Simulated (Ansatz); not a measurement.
**Response to strain in ZnTe**

Consider ZnTe in the zinc blende structure (space group F-43m, No. 216; a = 6.1792 Å). Axes: x, y, z lie along the cube axes.

Strains are applied to the cell and any free atomic positions relax; under biaxial strain the out-of-plane vector relaxes too.

Calculations: Kohn–Sham DFT with the PBE functional, run in Ansatz (a program for electronic structure) with PAW and 420 eV plane waves, no SOC, earlier PAW set.

Notes on the quantities. energy relative to the base: free energy F.

```csv
case,shortest interatomic distance,energy relative to the base,space group
base,2.676 Å,0 meV/atom,F-43m (No. 216)
"biaxial strain −0.34 %, plane normal [001], relaxed out of plane",2.673 Å,+0.1 meV/atom,I-4m2 (No. 119)
"biaxial strain −1.76 %, plane normal [110], relaxed out of plane",2.647 Å,+5.1 meV/atom,Imm2 (No. 44)
"biaxial strain −0.67 %, plane normal [111], relaxed out of plane",2.665 Å,+0.8 meV/atom,R3m (No. 160)
"biaxial strain +1.35 %, plane normal [111], relaxed out of plane",2.678 Å,+3.0 meV/atom,R3m (No. 160)
isotropic strain −2.09 %,2.620 Å,+17 meV/atom,F-43m (No. 216)
isotropic strain −1.97 %,2.623 Å,+15 meV/atom,F-43m (No. 216)
uniaxial strain ε_yy = −5.43 %,2.628 Å,+18 meV/atom,I-4m2 (No. 119)
uniaxial strain ε_yy = +1.59 %,2.690 Å,+1.4 meV/atom,I-4m2 (No. 119)
tensor shear ε_yz = +1.95 %,(withheld),(withheld),Imm2 (No. 44)
```

Question: Complete the table.

Answer: 
- tensor shear ε_yz = +1.95 %, shortest interatomic distance: 2.663 Å
- tensor shear ε_yz = +1.95 %, energy relative to the base: +4.2 meV/atom

No phonon test of stability was made.
